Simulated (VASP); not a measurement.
Input of a VASP 6.6.1 run:

POSCAR

```
ZnSe                                    
1.0
    0.0000000000      2.8206646089      2.8206646089
    2.8206646089      0.0000000000      2.8206646089
    2.8206646089      2.8206646089      0.0000000000
  Zn              Se            
     1     1
Direct
     0.0000000000000000    0.0000000000000000    0.0000000000000000
     0.2500000000000000    0.2500000000000000    0.2500000000000000
```

Contents of INCAR.step1:

```
SYSTEM = ZnSe
PREC = Accurate
ENCUT = 520
EDIFF = 1E-5
ISMEAR = 0
SIGMA = 0.03
LREAL = .False.
LASPH = .True.
NELM = 80
ALGO = Normal
ISIF = 2
LWAVE = .True.
LCHARG = .False.
NBANDS = 16
KPAR = 4
GGA = PE
```

The input INCAR.step2:

```
SYSTEM = ZnSe
PREC = Accurate
ENCUT = 520
EDIFF = 1E-6
ISMEAR = 0
SIGMA = 0.03
LREAL = .False.
LASPH = .True.
NELM = 80
ALGO = Normal
ISIF = 2
LWAVE = .False.
LCHARG = .False.
GGA = PE
LHFCALC = .True.
HFSCREEN = 0.2
PRECFOCK = Fast
NBANDS = 16
KPAR = 4
ISTART = 1
```

File KPOINTS:

```
Automatic mesh
0
Gamma
  6 6 6
  0 0 0
```

The input KPOINTS_OPT:

```
explicit points
6
Reciprocal
 0.0000000000  0.0000000000  0.0000000000 1
 0.3750000000  0.3750000000  0.7500000000 1
 0.5000000000  0.5000000000  0.5000000000 1
 0.6250000000  0.2500000000  0.6250000000 1
 0.5000000000  0.2500000000  0.7500000000 1
 0.5000000000  0.0000000000  0.5000000000 1
```

Potentials or basis: VASP PAW PBE potentials, release 64 (Zn, Se).

The run is started by

```sh
$ cat potpaw_PBE.64/Zn/POTCAR potpaw_PBE.64/Se/POTCAR > POTCAR
$ cp INCAR.step1 INCAR
$ mpirun -np 4 vasp_std > vasp.out
$ cp INCAR.step2 INCAR
$ mpirun -np 4 vasp_std > vasp.out
```

Estimate the band gap on the k mesh.

2.49 eV, direct.

What does it give for the band gap along the path?

2.49 eV, direct.

Estimate the pressure.

2.1 GPa.

Caveat: the PAW data sets were made with another functional, which shifts forces and pressure a little.

**The experiment to reproduce.**

From “Alloy Disordering Effects on the Thermal Conductivity and Energy Gap Temperature Dependence of Cd1−xZnxSe Ternary Crystals Grown by the Bridgman Method”, 2023, pmc:10253836, for a bulk crystal of ZnSe at 300 K: band gap 2.695 ± 0.003 eV (an exciton energy, a little under the gap).

A measured gap of ZnSe is 2.695 eV (an exciton energy, a little under the gap; 300 K; “Alloy Disordering Effects on the Thermal Conductivity and Energy Gap Temperature Dependence of Cd1−xZnxSe Ternary Crystals Grown by the Bridgman Method”, 2023, pmc:10253836); the calculated 2.49 eV misses it by -0.21 eV. Spin-orbit coupling on Se is left out. The value is that of HSE06, without temperature or zero-point motion.
